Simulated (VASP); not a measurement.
# Si (P6/mmm) in VASP: further runs, part 3 of 3

VASP 6.6.1.

**4. Single point, PBEsol+D4 (cell strained at random at fixed volume)**

The input, INCAR:

```
PREC = Accurate ; ENCUT = 520
EDIFF = 1E-7 ; ISMEAR = 0
SIGMA = 0.1 ; LREAL = False
LASPH = True ; NELM = 100
ALGO = Normal ; ISIF = 2
LWAVE = False ; LCHARG = True
GGA = PS ; IVDW = 13
LELF = True ; LVHAR = True
KSPACING = 0.5 ; NELMDL = 0
```

The input, POSCAR:

```
Si
1.0
    2.6516730000      0.0172740000      0.0307990000
   -1.3108770000      2.2174100000     -0.0247210000
    0.0289870000     -0.0101300000      2.4854210000
Si
1
Direct
    0.0199370000      0.0080470000     -0.0069810000
```

Potentials or basis: VASP PAW PBE potentials, release 64 (Si).

Run with:

```console
$ cat potpaw_PBE.64/Si/POTCAR > POTCAR
$ mpirun -np 1 vasp_std > vasp.out
```

OUTCAR:

```text
PREC = Accurate
   ENCUT = 520
   EDIFF = 1E-7
   ISMEAR = 0
   LREAL = False
   LASPH = True
   NELM = 100
   ISIF = 2
   GGA = PS
   IVDW = 13
   NELMDL = 0

 ion  position               nearest neighbor table
   1  0.020  0.008  0.993-

  LATTYP: Found a triclinic cell.
 ALAT       =     2.6519081184
 B/A-ratio  =     0.9713863390
 C/A-ratio  =     0.9372913995
 COS(alpha) =     0.0190383927
 COS(beta)  =     0.0232473576
 COS(gamma) =     0.5033347704

  Lattice vectors:

 A1 = (  -2.6516730000,  -0.0172740000,  -0.0307990000)
 A2 = (  -1.3108770000,   2.2174100000,  -0.0247210000)
 A3 = (  -0.0289870000,   0.0101300000,  -2.4854210000)

Analysis of symmetry for initial positions (statically):
=====================================================================
 Subroutine PRICEL returns:
 Original cell was already a primitive cell.

 Routine SETGRP: Setting up the symmetry group for a
 triclinic supercell.

 Subroutine GETGRP returns: Found  2 space group operations
 (whereof  1 operations were pure point group operations)
 out of a pool of  2 trial point group operations.

The static configuration has the point symmetry C_1 .
 The point group associated with its full space group is S_2 .

Analysis of symmetry for dynamics (positions and initial velocities):
=====================================================================
 Subroutine PRICEL returns:
 Original cell was already a primitive cell.

 Routine SETGRP: Setting up the symmetry group for a
 triclinic supercell.

 Subroutine GETGRP returns: Found  2 space group operations
 (whereof  1 operations were pure point group operations)
 out of a pool of  2 trial point group operations.

The dynamic configuration has the point symmetry C_1 .
 The point group associated with its full space group is S_2 .

 Subroutine INISYM returns: Found  2 space group operations
 (whereof  1 operations are pure point group operations),
 and found     1 'primitive' translations

----------------------------------------------------------------------------------------

                                     Primitive cell

  volume of cell :      14.6679

  direct lattice vectors                    reciprocal lattice vectors
     2.651673000  0.017274000  0.030799000     0.375714115  0.222073971 -0.003476761
    -1.310877000  2.217410000 -0.024721000    -0.002948280  0.449254438  0.001865442
     0.028987000 -0.010130000  2.485421000    -0.004685123  0.001716555  0.402407961

  length of vectors
     2.651908118  2.576027318  2.485610672     0.436451638  0.449267985  0.402438895

  position of ions in fractional coordinates (direct lattice)
     0.019937000  0.008047000  0.993019000

  ion indices of the primitive-cell ions
   primitive index   ion index
                 1           1

----------------------------------------------------------------------------------------

Automatic generation of k-mesh.
 Grid dimensions derived from KSPACING:
 generate k-points for:    6    6    6

 Generating k-lattice:

  Cartesian coordinates                     Fractional coordinates (reciprocal lattice)
     0.062619019  0.037012328 -0.000579460     0.166666667  0.000000000  0.000000000
    -0.000491380  0.074875740  0.000310907    -0.000000000  0.166666667  0.000000000
    -0.000780854  0.000286093  0.067067993     0.000000000  0.000000000  0.166666667

  Length of vectors
     0.072741940  0.074877997  0.067073149

  Shift w.r.t. Gamma in fractional coordinates (k-lattice)
     0.000000000  0.000000000  0.000000000

 Subroutine IBZKPT returns following result:
 ===========================================

 Found    112 irreducible k-points:

 Following reciprocal coordinates:
            Coordinates               Weight
  0.000000  0.000000  0.000000      1.000000
  0.166667 -0.000000 -0.000000      2.000000
  0.333333  0.000000 -0.000000      2.000000
  0.500000 -0.000000 -0.000000      1.000000
 -0.000000  0.166667  0.000000      2.000000
  0.166667  0.166667 -0.000000      2.000000
[... 16 lines left out ...]
  0.333333  0.000000  0.166667      2.000000
  0.500000 -0.000000  0.166667      2.000000
 [... further k-points ...]
   k-points           NKPTS =    112   k-points in BZ     NKDIM =    112   number of bands    NBANDS=      6
   number of dos      NEDOS =    301   number of ions     NIONS =      1
   total plane-waves  NPLWV =   7200
   dimension x,y,z NGX =    20 NGY =   20 NGZ =   18
   dimension x,y,z NGXF=    40 NGYF=   40 NGZF=   36
   ions per type =               1
   NGX,Y,Z   is equivalent  to a cutoff of  12.54, 12.91, 12.04 a.u.
   NGXF,Y,Z  is equivalent  to a cutoff of  25.08, 25.81, 24.08 a.u.
 SYSTEM =  unknown system
   PREC   = accura    normal or accurate (medium, high low for compatibility)
   ISTART =      0    job   : 0-new  1-cont  2-samecut
   ICHARG =      2    charge: 1-file 2-atom 10-const
   ISPIN  =      1    spin polarized calculation?
   LNONCOLLINEAR =      F non collinear calculations
   LSORBIT =      F    spin-orbit coupling
   LASPH  =      T    aspherical Exc in radial PAW
   ENCUT  =  520.0 eV  38.22 Ry    6.18 a.u.   4.93  4.79  4.62*2*pi/ulx,y,z
   NELM   =    100;   NELMIN=  2; NELMDL=  0     # of ELM steps
   EDIFF  = 0.1E-06   stopping-criterion for ELM
   LREAL  =      F    real-space projection
   EDIFFG = 0.1E-05   stopping-criterion for IOM
   NSW    =      0    number of steps for IOM
   IBRION =     -1    ionic relax: 0-MD 1-quasi-New 2-CG
   NFREE  =      0    steps in history (QN), initial steepest desc. (CG)
   ISIF   =      2    stress and relaxation
   ISYM   =      2    0-nonsym 1-usesym 2-fastsym
   POTIM  = 0.5000    time-step for ionic-motion
   TEBEG  =    0.0;   TEEND  =   0.0 temperature during run
   PSTRESS=    0.0 pullay stress
   NELECT =       4.0000    total number of electrons
   NUPDOWN=      -1.0000    fix difference up-down
   EMIN   =  10.00;   EMAX   =-10.00  energy-range for DOS
   EFERMI =   0.00;   METHOD = LEGACY
   ISMEAR =     0;   SIGMA  =   0.10  broadening in eV -4-tet -1-fermi 0-gaus
   EFERMI_NEDOS =   21; number of points for ismear=-14 and -15
   IALGO  =     38    algorithm
   IMIX   =      4    mixing-type and parameters
     AMIX     =   0.40;   BMIX     =  1.00
     AMIX_MAG =   1.60;   BMIX_MAG =  1.00
  volume/ion in A,a.u.               =      14.67        98.98
  Fermi-wavevector in a.u.,A,eV,Ry     =   1.061627  2.006184 15.334469  1.127052
  Thomas-Fermi vector in A             =   2.197050
   LORBIT       =      0    0 simple, 1 ext, 2 COOP (PROOUT), +10 PAW based schemes
   GGA     = PS    functional components
   LHFCALC =     F    Hartree Fock is set to
   AEXX    =    0.0000 exact exchange contribution
   IVDW    =    13    specifies the selected vdW correction
   LEPSILON=     F    determine dielectric tensor
   LRPA    =     F    only Hartree local field effects (RPA)
 non-spin polarized calculation
 Gauss-broadening in eV      SIGMA  =   0.10
  energy-cutoff  :      520.00
  volume of cell :       14.67
 maximum number of plane-waves:       405
   NGX =  9   NGY =  9   NGZ =  9

 number of electron       4.0000000 magnetization

 Free energy of the ion-electron system (eV)
  ---------------------------------------------------
  ext. energy  EPLUGINS =         0.00000000
  ---------------------------------------------------
  free energy    TOTEN  =        -5.53092198 eV

  energy without entropy =       -5.52850684  energy(sigma->0) =       -5.52971441

 E-fermi :  10.2296     XC(G=0): -11.1323

 val. band max:       10.2150708577   @ k =   0.5000   0.1667  -0.0000
 cond. band min:      10.2435090148   @ k =   0.1667   0.5000   0.1667
 fundamental gap:      0.0284381571
 Fermi energy:        10.2295687685

 k-point     1 :       0.0000    0.0000    0.0000
  band No.  band energies     occupation
      1      -4.5037      2.00000
      2      17.0385      0.00000
      3      17.2800      0.00000
      4      19.8406      0.00000
      5      20.5695      0.00000
      6      21.4780      0.00000

 k-point     2 :       0.1667   -0.0000   -0.0000
  band No.  band energies     occupation
      1      -3.7398      2.00000
      2      13.4760      0.00000
      3      17.8038      0.00000
      4      17.9127      0.00000
      5      18.2253      0.00000
      6      22.3334      0.00000
[... 190 lines left out ...]
 k-point    24 :       0.5000   -0.0000    0.1667
  band No.  band energies     occupation
      1       2.4598      2.00000
      2       3.3336      2.00000
      3      15.3913      0.00000
      4      16.0548      0.00000
      5      19.1085      0.00000
      6      20.0038      0.00000

 [... further k-points ...]

------------------------ aborting loop because EDIFF is reached ----------------------------------------

  DFT-D4 for vdW energy calculation

  Edisp (eV):   -0.25200

  FORCE on cell =-STRESS in cart. coord.  units (eV):
  Direction    XX          YY          ZZ          XY          YZ          ZX
  --------------------------------------------------------------------------------------
  -------------------------------------------------------------------------------------
  Total       0.66554    -0.71479    -0.36816     0.06674     0.12798    -0.15300
  in kB      72.69685   -78.07668   -40.21365     7.28979    13.97916   -16.71215
  external pressure =      -15.20 kB  Pullay stress =        0.00 kB

 VOLUME and BASIS-vectors are now :
 -----------------------------------------------------------------------------
  energy-cutoff  :      520.00
  volume of cell :       14.67
      direct lattice vectors                 reciprocal lattice vectors
     2.651673000  0.017274000  0.030799000     0.375714115  0.222073971 -0.003476761
    -1.310877000  2.217410000 -0.024721000    -0.002948280  0.449254438  0.001865442
     0.028987000 -0.010130000  2.485421000    -0.004685123  0.001716555  0.402407961

 POSITION                                       TOTAL-FORCE (eV/Angst)
 -----------------------------------------------------------------------------------
      0.07110      0.00813      2.46849        -0.000000     -0.000000      0.000000
 -----------------------------------------------------------------------------------
    total drift:                               -0.000001      0.000000      0.000001

  FREE ENERGIE OF THE ION-ELECTRON SYSTEM (eV)
  ---------------------------------------------------
  free  energy   TOTEN  =        -5.7829260482 eV

  energy  without entropy=       -5.7805109153  energy(sigma->0) =       -5.78171848
```

stdout:

```text
POSCAR found type information on POSCAR Si
 POSCAR found :  1 types and       1 ions
 scaLAPACK will be used
 -----------------------------------------------------------------------------
|                                                                             |
|                                                                             |
|     You enforced a specific xc type in the INCAR file but a different       |
|     I HOPE YOU KNOW WHAT YOU ARE DOING!                                     |
|                                                                             |
 -----------------------------------------------------------------------------

 LDA part: xc-table for (Slater+PW92), standard interpolation
 INCAR ok, starting setup
 POSCAR ok, starting setup
 FFT: planning ... GRIDC
 FFT: planning ... GRID_SOFT
 FFT: planning ... GRID
 WAVECAR not read
 WARNING: random wavefunctions but no delay for mixing, default for NELMDL
 entering main loop
```

Wall time 8.7 s (1 thread of AMD EPYC 7R13 (Zen 3), shared host); peak memory 0.09 GiB.

These settings aren't checked as converged (typed here: KSPACING = 0.5; NELMDL = 0): the numbers below hold their error.

What came out:

| Property | Result |
| --- | --- |
| Free energy | -5.7829 eV |
| Pressure | -1.5 GPa |
| Band gap on the k mesh | none (metal or under the smearing width) |
| Dispersion energy per atom | -0.252 eV |

Caveat: the PAW data sets were made with another functional, which shifts forces and pressure a little; pairwise dispersion overbinds metals, which lowers pressure and volume.

**5. For comparison**

An earlier run on the cell as given: functional PBEsol; potentials or basis VASP PAW PBE potentials, release 64 (Si); cutoff 520 eV; k mesh 12 × 12 × 11; occupations fermi-dirac, width 0.05 eV; no spin polarisation.

* Pressure: 0.7 GPa
* Band gap on the k mesh: none (metal or under the smearing width)
